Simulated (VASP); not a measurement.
# CoO (Pm-3m) in VASP: further runs, part 2 of 2

VASP 6.6.1.

### 3 Density of states, PBE+U, collinear spin, antiferromagnetic start

Contents of POSCAR:

```
CoO
1.0
    2.5705263100      0.0000000000      0.0000000000
    0.0000000000      2.5705263100      0.0000000000
    0.0000000000      0.0000000000      5.1410526200
Co O
2 2
Direct
    0.0000000000      0.0000000000      0.0000000000
    0.0000000000      0.0000000000      0.5000000000
    0.5000000000      0.5000000000      0.2500000000
    0.5000000000      0.5000000000      0.7500000000
```

Contents of INCAR.step1:

```
SYSTEM = CoO
  ALGO = Normal
  EDIFF = 1E-6
  ENCUT = 520
  GGA = PE
  ISIF = 2
  ISMEAR = -1
  ISPIN = 2
  LASPH = .True.
  LCHARG = .True.
  LDAU = .True.
  LDAUJ = 0 0
  LDAUL = 2 -1
  LDAUPRINT = 1
  LDAUTYPE = 2
  LDAUU = 4 0
  LMAXMIX = 4
  LREAL = .False.
  LWAVE = .False.
  MAGMOM = 2 -2 0 0
  NBANDS = 27
  NELM = 120
  PREC = Accurate
  SIGMA = 0.05
```

Contents of KPOINTS.step1:

```
k-points
0
Gamma
  10 10 5
  0 0 0
```

Contents of INCAR.step2:

```
SYSTEM = CoO
  ALGO = Normal
  EDIFF = 1E-6
  ENCUT = 520
  GGA = PE
  ICHARG = 11
  ISIF = 2
  ISMEAR = -5
  ISPIN = 2
  LASPH = .True.
  LCHARG = .False.
  LDAU = .True.
  LDAUJ = 0 0
  LDAUL = 2 -1
  LDAUPRINT = 1
  LDAUTYPE = 2
  LDAUU = 4 0
  LMAXMIX = 4
  LORBIT = 10
  LREAL = .False.
  LWAVE = .False.
  MAGMOM = 2 -2 0 0
  NBANDS = 27
  NEDOS = 2001
  NELM = 120
  PREC = Accurate
  SIGMA = 0.05
```

Contents of KPOINTS.step2:

```
k-points
0
Gamma
  15 15 8
  0 0 0
```

Potentials or basis: VASP PAW PBE potentials, release 64 (Co, O).

On the command line:

```
cat potpaw_PBE.64/Co/POTCAR potpaw_PBE.64/O/POTCAR > POTCAR
cp INCAR.step1 INCAR
cp KPOINTS.step1 KPOINTS
mpirun -np 1 vasp_std > vasp.out
cp INCAR.step2 INCAR
cp KPOINTS.step2 KPOINTS
mpirun -np 1 vasp_std > vasp.out
```

OUTCAR:

```text
SYSTEM = CoO
   EDIFF = 1E-6
   ENCUT = 520
   GGA = PE
   ICHARG = 11
   ISIF = 2
   ISMEAR = -5
   ISPIN = 2
   LASPH = .True.
   LORBIT = 10
   LREAL = .False.
   NELM = 120
   PREC = Accurate

 ion  position               nearest neighbor table
   1  0.000  0.000  0.000-   3 2.23   4 2.23   3 2.23   4 2.23   3 2.23   4 2.23   3 2.23   4 2.23
                             2 2.57   2 2.57
   2  0.000  0.000  0.500-   3 2.23   4 2.23   3 2.23   4 2.23   3 2.23   4 2.23   3 2.23   4 2.23
                             1 2.57   1 2.57
   3  0.500  0.500  0.250-   1 2.23   2 2.23   1 2.23   2 2.23   1 2.23   2 2.23   1 2.23   2 2.23

   4  0.500  0.500  0.750-   1 2.23   2 2.23   1 2.23   2 2.23   1 2.23   2 2.23   1 2.23   2 2.23

  LATTYP: Found a simple tetragonal cell.
 ALAT       =     2.5705263100
 C/A-ratio  =     2.0000000000

  Lattice vectors:

 A1 = (   2.5705263100,   0.0000000000,   0.0000000000)
 A2 = (   0.0000000000,   2.5705263100,   0.0000000000)
 A3 = (   0.0000000000,   0.0000000000,   5.1410526200)

Analysis of symmetry for initial positions (statically):
[... 1746 lines left out ...]

  FORCE on cell =-STRESS in cart. coord.  units (eV):
  Direction    XX          YY          ZZ          XY          YZ          ZX
  --------------------------------------------------------------------------------------
  -------------------------------------------------------------------------------------
  Total        2.9267483      2.9267483      3.2563173      0.0000000      0.0000000     -0.0000000
  in kB      138.0383650    138.0383650    153.5822932      0.0000000      0.0000000     -0.0000000
  external PRESSURE =     143.2196744 kB  Pullay stress =       0.0000000 kB

 VOLUME and BASIS-vectors are now :
 -----------------------------------------------------------------------------
  energy-cutoff  :      520.00
  volume of cell :       33.97
      direct lattice vectors                 reciprocal lattice vectors
     2.570526310  0.000000000  0.000000000     0.389025390  0.000000000  0.000000000
     0.000000000  2.570526310  0.000000000     0.000000000  0.389025390  0.000000000
     0.000000000  0.000000000  5.141052620     0.000000000  0.000000000  0.194512695

 POSITION                                       TOTAL-FORCE (eV/Angst)
 -----------------------------------------------------------------------------------
      0.00000      0.00000      0.00000         0.000000     -0.000000      0.000000
      0.00000      0.00000      2.57053         0.000000     -0.000000      0.000000
      1.28526      1.28526      1.28526        -0.000000      0.000000      0.000000
      1.28526      1.28526      3.85579        -0.000000      0.000000     -0.000000
 -----------------------------------------------------------------------------------
    total drift:                                0.000000      0.000000      0.000000

  FREE ENERGIE OF THE ION-ELECTRON SYSTEM (eV)
  ---------------------------------------------------
  free  energy   TOTEN  =       -22.3578799334 eV

  energy  without entropy=      -22.3578799334  energy(sigma->0) =      -22.35787993

 total charge

# of ion       s       p       d       tot
------------------------------------------
    1        0.308   0.386   7.187   7.881
    2        0.308   0.386   7.187   7.881
    3        1.572   3.428   0.000   5.000
    4        1.572   3.428   0.000   5.000
--------------------------------------------------
tot          3.761   7.628  14.373  25.762

 magnetization (x)

# of ion       s       p       d       tot
------------------------------------------
    1        0.005   0.001   2.613   2.619
    2       -0.005  -0.001  -2.613  -2.619
    3        0.000   0.000   0.000   0.000
    4        0.000   0.000   0.000   0.000
--------------------------------------------------
tot          0.000   0.000   0.000   0.000
```

OUTCAR.step1:

```text
SYSTEM = CoO
   EDIFF = 1E-6
   ENCUT = 520
   GGA = PE
   ISIF = 2
   ISMEAR = -1
   ISPIN = 2
[... 1792 lines left out ...]
      0.00000      0.00000      2.57053         0.000000      0.000000     -0.000000
      1.28526      1.28526      1.28526         0.000000     -0.000000     -0.000000
      1.28526      1.28526      3.85579         0.000000     -0.000000      0.000000
 -----------------------------------------------------------------------------------
    total drift:                                0.000000      0.000000      0.000000

  FREE ENERGIE OF THE ION-ELECTRON SYSTEM (eV)
  ---------------------------------------------------
  free  energy   TOTEN  =       -22.3577399638 eV

  energy  without entropy=      -22.3577399638  energy(sigma->0) =      -22.35773996
```

OSZICAR.step1:

```text
N       E                     dE             d eps       ncg     rms          rms(c)
DAV:   1     0.246557904030E+03    0.24656E+03   -0.13666E+04  7068   0.142E+03
DAV:   2     0.141978001006E+01   -0.24514E+03   -0.21818E+03  6945   0.322E+02
DAV:   3    -0.227725608889E+02   -0.24192E+02   -0.22820E+02  7519   0.114E+02
DAV:   4    -0.232533219023E+02   -0.48076E+00   -0.47877E+00  7474   0.161E+01
DAV:   5    -0.232678816671E+02   -0.14560E-01   -0.14556E-01  8994   0.266E+00    0.224E+01
DAV:   6    -0.222417230355E+02    0.10262E+01   -0.20397E+01  9358   0.886E+01    0.256E+01
DAV:   7    -0.215945159388E+02    0.64721E+00   -0.63859E+00  8202   0.544E+01    0.111E+01
DAV:   8    -0.221438818890E+02   -0.54937E+00   -0.78132E-01  9171   0.117E+01    0.743E+00
DAV:   9    -0.223464107563E+02   -0.20253E+00   -0.23803E-01  9568   0.148E+01    0.209E+00
DAV:  10    -0.223547641897E+02   -0.83534E-02   -0.13372E-01  8793   0.856E+00    0.721E-01
DAV:  11    -0.223569989338E+02   -0.22347E-02   -0.23835E-02  9718   0.228E+00    0.169E-01
DAV:  12    -0.223575878918E+02   -0.58896E-03   -0.35774E-03  7618   0.523E-01    0.950E-02
DAV:  13    -0.223576830489E+02   -0.95157E-04   -0.20347E-04  8368   0.144E-01    0.530E-02
DAV:  14    -0.223577429864E+02   -0.59938E-04   -0.56355E-05  7356   0.102E-01    0.229E-02
DAV:  15    -0.223577403149E+02    0.26716E-05   -0.16781E-05  8858   0.425E-02    0.104E-02
DAV:  16    -0.223577399638E+02    0.35106E-06   -0.42518E-06  7348   0.396E-02
   1 F= -.22357740E+02 E0= -.22357740E+02  d E =-.361641E-10  mag=     0.0000
```

It took 3.2 min on 1 thread of Intel Xeon Platinum 8488C (Sapphire Rapids), shared host; peak memory 0.33 GiB.

What came out:

* Net moment: 0.00 μB per cell
* Site moments: Co +2.62, -2.62; O +0.00 μB
* Valence electrons inside the program's atomic spheres: Co 7.88; O 5.00

States per cell in windows of 1 eV (zero at the valence-band top; states under -8 eV left out):
| from (eV) | up | down | Co1_d_up | Co2_d_down | Co1_d_down | Co2_d_up | O3_p_up | O3_p_down |
| --- | --- | --- | --- | --- | --- | --- | --- | --- |
| -8.0 | 0.27 | 0.27 | 0.03 | 0.03 | 0.02 | 0.02 | 0.04 | 0.04 |
| -7.0 | 1.64 | 1.64 | 0.63 | 0.63 | 0.06 | 0.06 | 0.23 | 0.23 |
| -6.0 | 1.69 | 1.69 | 0.87 | 0.87 | 0.06 | 0.06 | 0.19 | 0.19 |
| -5.0 | 2.24 | 2.24 | 1.50 | 1.50 | 0.14 | 0.14 | 0.15 | 0.15 |
| -4.0 | 1.58 | 1.58 | 0.58 | 0.58 | 0.42 | 0.42 | 0.15 | 0.15 |
| -3.0 | 2.04 | 2.04 | 0.78 | 0.78 | 0.41 | 0.41 | 0.25 | 0.25 |
| -2.0 | 2.02 | 2.02 | 0.34 | 0.34 | 0.62 | 0.62 | 0.38 | 0.38 |
| -1.0 | 1.56 | 1.56 | 0.17 | 0.17 | 0.53 | 0.53 | 0.33 | 0.33 |
| 0.0 | 0.00 | 0.00 | 0.00 | 0.00 | 0.00 | 0.00 | 0.00 | 0.00 |
| 1.0 | 0.00 | 0.00 | 0.00 | 0.00 | 0.00 | 0.00 | 0.00 | 0.00 |
| 2.0 | 1.22 | 1.22 | 0.01 | 0.01 | 1.04 | 1.04 | 0.03 | 0.03 |
| 3.0 | 1.85 | 1.85 | 0.02 | 0.02 | 1.49 | 1.49 | 0.12 | 0.12 |
| 4.0 | 0.06 | 0.06 | 0.00 | 0.00 | 0.01 | 0.01 | 0.01 | 0.01 |
| 5.0 | 0.12 | 0.12 | 0.00 | 0.00 | 0.01 | 0.01 | 0.02 | 0.02 |
| 6.0 | 0.22 | 0.22 | 0.00 | 0.00 | 0.01 | 0.01 | 0.03 | 0.03 |
| 7.0 | 1.04 | 1.04 | 0.04 | 0.04 | 0.05 | 0.05 | 0.11 | 0.11 |

Eigenvalues of the final occupation matrices:
```csv
site,spin,trace,eigenvalues
site 1 d,1,4.91,0.96 0.97 0.99 1.00 1.00
site 1 d,2,2.30,0.13 0.13 0.13 0.95 0.96
site 2 d,1,2.30,0.13 0.13 0.13 0.95 0.96
site 2 d,2,4.91,0.96 0.97 0.99 1.00 1.00
```

### 4 Density of states, PBE+U, collinear spin, antiferromagnetic start

POSCAR is that of step 3.

Changes to INCAR.step1 since step 3:

```diff
@@ -15,3 +15,3 @@
   LDAUTYPE = 2
-  LDAUU = 4 0
+  LDAUU = 5 0
   LMAXMIX = 4
```

KPOINTS.step1 is that of step 3.

Changes to INCAR.step2 since step 3:

```diff
@@ -16,3 +16,3 @@
   LDAUTYPE = 2
-  LDAUU = 4 0
+  LDAUU = 5 0
   LMAXMIX = 4
```

KPOINTS.step2 is that of step 3.

On the command line:

```
cat potpaw_PBE.64/Co/POTCAR potpaw_PBE.64/O/POTCAR > POTCAR
cp INCAR.step1 INCAR
cp KPOINTS.step1 KPOINTS
mpirun -np 1 vasp_std > vasp.out
cp INCAR.step2 INCAR
cp KPOINTS.step2 KPOINTS
mpirun -np 1 vasp_std > vasp.out
```

Wall time 3.1 min (1 thread of Intel Xeon Platinum 8488C (Sapphire Rapids), shared host); peak memory 0.33 GiB.

The run converged. Its results:

```yaml
Net_moment: 0.00 μB per cell
Site_moments: Co +2.67, -2.67; O +0.00 μB
Valence_electrons_inside_the_program's_atomic_spheres: Co 7.88; O 5.01
```

Levels at points of the mesh, in eV from the valence-band top:
Spin up:
```tsv
k point	band 11	band 12	band 13	band 14	band 15	band 16	band 17	band 18	band 19	band 20
(0.00, 0.00, 0.00)	-1.36	-1.36	-1.36	-0.65	-0.65	2.37	3.46	3.87	3.87	7.69
(0.00, 0.00, 0.50)	-2.10	-1.54	-1.54	-0.44	-0.44	3.46	3.78	3.79	4.83	5.15
```
Spin down:
```
           k point  band 12  band 13  band 14  band 15  band 16  band 17  band 18  band 19
(0.00, 0.00, 0.00)    -1.36    -1.36    -0.65    -0.65     2.37     3.46     3.87     3.87
(0.00, 0.00, 0.50)    -1.54    -1.54    -0.44    -0.44     3.46     3.78     3.79     4.83
```

States per cell in windows of 0.5 eV (zero at the valence-band top; states under -8 eV left out):
| from (eV) | up | down | Co1_d_up | Co2_d_down | Co1_d_down | Co2_d_up | O3_p_up | O3_p_down |
| --- | --- | --- | --- | --- | --- | --- | --- | --- |
| -8.0 | 0.11 | 0.11 | 0.01 | 0.01 | 0.01 | 0.01 | 0.02 | 0.02 |
| -7.5 | 0.55 | 0.55 | 0.22 | 0.22 | 0.02 | 0.02 | 0.07 | 0.07 |
| -7.0 | 0.82 | 0.82 | 0.39 | 0.39 | 0.03 | 0.03 | 0.09 | 0.09 |
| -6.5 | 0.89 | 0.89 | 0.46 | 0.46 | 0.03 | 0.03 | 0.09 | 0.09 |
| -6.0 | 1.15 | 1.15 | 0.75 | 0.75 | 0.04 | 0.04 | 0.08 | 0.08 |
| -5.5 | 1.15 | 1.15 | 0.82 | 0.82 | 0.07 | 0.07 | 0.06 | 0.06 |
| -5.0 | 1.00 | 1.00 | 0.64 | 0.64 | 0.09 | 0.09 | 0.06 | 0.06 |
| -4.5 | 0.87 | 0.87 | 0.30 | 0.30 | 0.26 | 0.26 | 0.07 | 0.07 |
| -4.0 | 0.66 | 0.66 | 0.18 | 0.18 | 0.20 | 0.20 | 0.07 | 0.07 |
| -3.5 | 0.73 | 0.73 | 0.24 | 0.24 | 0.16 | 0.16 | 0.09 | 0.09 |
| -3.0 | 1.07 | 1.07 | 0.38 | 0.38 | 0.23 | 0.23 | 0.13 | 0.13 |
| -2.5 | 0.80 | 0.80 | 0.18 | 0.18 | 0.23 | 0.23 | 0.13 | 0.13 |
| -2.0 | 0.74 | 0.74 | 0.11 | 0.11 | 0.24 | 0.24 | 0.14 | 0.14 |
| -1.5 | 1.51 | 1.51 | 0.12 | 0.12 | 0.59 | 0.59 | 0.29 | 0.29 |
| -1.0 | 0.78 | 0.78 | 0.09 | 0.09 | 0.08 | 0.08 | 0.23 | 0.23 |
| -0.5 | 0.24 | 0.24 | 0.02 | 0.02 | 0.01 | 0.01 | 0.08 | 0.08 |
| 0.0 | 0.00 | 0.00 | 0.00 | 0.00 | 0.00 | 0.00 | 0.00 | 0.00 |
| 0.5 | 0.00 | 0.00 | 0.00 | 0.00 | 0.00 | 0.00 | 0.00 | 0.00 |
| 1.0 | 0.00 | 0.00 | 0.00 | 0.00 | 0.00 | 0.00 | 0.00 | 0.00 |
| 1.5 | 0.00 | 0.00 | 0.00 | 0.00 | 0.00 | 0.00 | 0.00 | 0.00 |
| 2.0 | 0.00 | 0.00 | 0.00 | 0.00 | 0.00 | 0.00 | 0.00 | 0.00 |
| 2.5 | 0.15 | 0.15 | 0.00 | 0.00 | 0.13 | 0.13 | 0.00 | 0.00 |
| 3.0 | 1.97 | 1.97 | 0.01 | 0.01 | 1.66 | 1.66 | 0.06 | 0.06 |
| 3.5 | 0.91 | 0.91 | 0.01 | 0.01 | 0.73 | 0.73 | 0.06 | 0.06 |
| 4.0 | 0.03 | 0.03 | 0.00 | 0.00 | 0.01 | 0.01 | 0.00 | 0.00 |
| 4.5 | 0.03 | 0.03 | 0.00 | 0.00 | 0.00 | 0.00 | 0.00 | 0.00 |
| 5.0 | 0.05 | 0.05 | 0.00 | 0.00 | 0.00 | 0.00 | 0.01 | 0.01 |
| 5.5 | 0.07 | 0.07 | 0.00 | 0.00 | 0.00 | 0.00 | 0.01 | 0.01 |
| 6.0 | 0.09 | 0.09 | 0.00 | 0.00 | 0.00 | 0.00 | 0.01 | 0.01 |
| 6.5 | 0.17 | 0.17 | 0.01 | 0.01 | 0.01 | 0.01 | 0.02 | 0.02 |
| 7.0 | 0.37 | 0.37 | 0.02 | 0.02 | 0.02 | 0.02 | 0.04 | 0.04 |
| 7.5 | 0.69 | 0.69 | 0.02 | 0.02 | 0.03 | 0.03 | 0.08 | 0.08 |

Eigenvalues of the final occupation matrices:
```tsv
site	spin	trace	eigenvalues
site 1 d	1	4.94	0.97 0.97 1.00 1.00 1.00
site 1 d	2	2.27	0.11 0.11 0.12 0.96 0.96
site 2 d	1	2.27	0.11 0.11 0.12 0.96 0.96
site 2 d	2	4.94	0.97 0.97 1.00 1.00 1.00
```

### 5 Density of states, PBE+U, collinear spin, antiferromagnetic start

POSCAR is that of step 4.

Changes to INCAR.step1 since step 4:

```diff
@@ -15,3 +15,3 @@
   LDAUTYPE = 2
-  LDAUU = 5 0
+  LDAUU = 6 0
   LMAXMIX = 4
```

KPOINTS.step1 is that of step 4.

Changes to INCAR.step2 since step 4:

```diff
@@ -16,3 +16,3 @@
   LDAUTYPE = 2
-  LDAUU = 5 0
+  LDAUU = 6 0
   LMAXMIX = 4
```

KPOINTS.step2 is that of step 4.

On the command line:

```
cat potpaw_PBE.64/Co/POTCAR potpaw_PBE.64/O/POTCAR > POTCAR
cp INCAR.step1 INCAR
cp KPOINTS.step1 KPOINTS
mpirun -np 1 vasp_std > vasp.out
cp INCAR.step2 INCAR
cp KPOINTS.step2 KPOINTS
mpirun -np 1 vasp_std > vasp.out
```

Wall time 3.3 min (1 thread of Intel Xeon Platinum 8488C (Sapphire Rapids), shared host); peak memory 0.33 GiB.

It converged, with:

- Net moment: 0.00 μB per cell
- Site moments: Co +2.73, -2.73; O +0.00 μB
- Valence electrons inside the program's atomic spheres: Co 7.88; O 5.02

Levels at points of the mesh, in eV from the valence-band top:
Spin up:
```tsv
k point	band 11	band 12	band 13	band 14	band 15	band 16	band 17	band 18	band 19	band 20
(0.00, 0.00, 0.00)	-1.30	-1.30	-1.30	-0.62	-0.62	2.38	3.84	4.21	4.21	7.69
(0.00, 0.00, 0.50)	-2.43	-1.44	-1.44	-0.46	-0.46	3.84	4.13	4.13	4.85	5.17
```
Spin down:
| k point | band 11 | band 12 | band 13 | band 14 | band 15 | band 16 | band 17 | band 18 | band 19 | band 20 |
| --- | --- | --- | --- | --- | --- | --- | --- | --- | --- | --- |
| (0.00, 0.00, 0.00) | -1.30 | -1.30 | -1.30 | -0.62 | -0.62 | 2.38 | 3.84 | 4.21 | 4.21 | 7.69 |
| (0.00, 0.00, 0.50) | -2.43 | -1.44 | -1.44 | -0.46 | -0.46 | 3.84 | 4.13 | 4.13 | 4.85 | 5.17 |

States per cell in windows of 1 eV (zero at the valence-band top; states under -8 eV left out):
```tsv
from (eV)	up	down	Co1_d_up	Co2_d_down	Co1_d_down	Co2_d_up	O3_p_up	O3_p_down
-8.0	1.16	1.16	0.58	0.58	0.04	0.04	0.12	0.12
-7.0	2.24	2.24	1.51	1.51	0.06	0.06	0.15	0.15
-6.0	2.09	2.09	1.44	1.44	0.18	0.18	0.10	0.10
-5.0	1.42	1.42	0.36	0.36	0.50	0.50	0.13	0.13
-4.0	1.62	1.62	0.50	0.50	0.35	0.35	0.21	0.21
-3.0	1.62	1.62	0.31	0.31	0.49	0.49	0.25	0.25
-2.0	1.96	1.96	0.16	0.16	0.56	0.56	0.45	0.45
-1.0	0.97	0.97	0.09	0.09	0.06	0.06	0.32	0.32
0.0	0.00	0.00	0.00	0.00	0.00	0.00	0.00	0.00
1.0	0.00	0.00	0.00	0.00	0.00	0.00	0.00	0.00
2.0	0.01	0.01	0.00	0.00	0.00	0.00	0.00	0.00
3.0	2.57	2.57	0.02	0.02	2.15	2.15	0.09	0.09
4.0	0.56	0.56	0.00	0.00	0.42	0.42	0.04	0.04
5.0	0.11	0.11	0.00	0.00	0.01	0.01	0.01	0.01
6.0	0.28	0.28	0.01	0.01	0.02	0.02	0.03	0.03
7.0	1.02	1.02	0.04	0.04	0.05	0.05	0.11	0.11
```

Eigenvalues of the final occupation matrices:
```csv
site,spin,trace,eigenvalues
site 1 d,1,4.96,0.97 0.97 1.00 1.01 1.01
site 1 d,2,2.25,0.10 0.10 0.11 0.97 0.97
site 2 d,1,2.25,0.10 0.10 0.11 0.97 0.97
site 2 d,2,4.96,0.97 0.97 1.00 1.01 1.01
```

The state reached can hang on the start; a lower one may exist.

### 6 Overview

```csv
U,moment (μB)
Co d U = 3 eV,0.00
Co d U = 4 eV,0.00
Co d U = 5 eV,0.00
Co d U = 6 eV,0.00
```

Alike in all rows: task density of states; level PBE+U; potentials or basis VASP PAW PBE potentials, release 64 (Co, O); spin collinear, antiferromagnetic start; cell as given; k mesh 10 × 10 × 5; cutoff (eV) 520; smearing fermi-dirac 0.05 eV.

Total energies depend on the potentials used, so only differences within one code and one set of settings carry meaning.
